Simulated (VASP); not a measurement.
Bi, 1 atom in the cell. It takes space group Im-3m (No. 229, cubic). The conventional cell has a = 3.912 Å, b = 3.912 Å, c = 3.912 Å, α = 90.00°, β = 90.00°, γ = 90.00°. Bi (site symmetry m-3m) is surrounded by 8 Bi at 3.39 Å. This isn't the form of Bi at room conditions, which is rhombohedral.

```yaml
Program: VASP 6.6.1
Task: relaxation of the atoms
Functional: PBEsol
Potentials_or_basis: VASP PAW PBE potentials, release 64 (Bi_d)
Cutoff: 600 eV
k_mesh: 14 × 14 × 14
Occupations: methfessel-paxton, width 0.1 eV
Spin: no spin polarisation
Further_INCAR_settings: ALGO = Fast; EDIFF = 1e-07; IBRION = 2; EDIFFG = -0.01; NSW = 40
```

Potentials or basis: VASP PAW PBE potentials, release 64 (Bi_d).

Run with:

```bash
$ cat potpaw_PBE.64/Bi_d/POTCAR > POTCAR
$ mpirun -np 1 vasp_std > vasp.out
```

Hardware: 1 thread of Intel(R) Xeon(R) Platinum 8488C (Sapphire Rapids), on a shared host.

Task: Estimate the wall time of this run.

Result: Run time: 36 s on 1 thread of Intel(R) Xeon(R) Platinum 8488C (Sapphire Rapids), with other jobs on the host, peak memory 0.17 GiB. Counts: scf iterations 14, k points 104, ion steps 1.
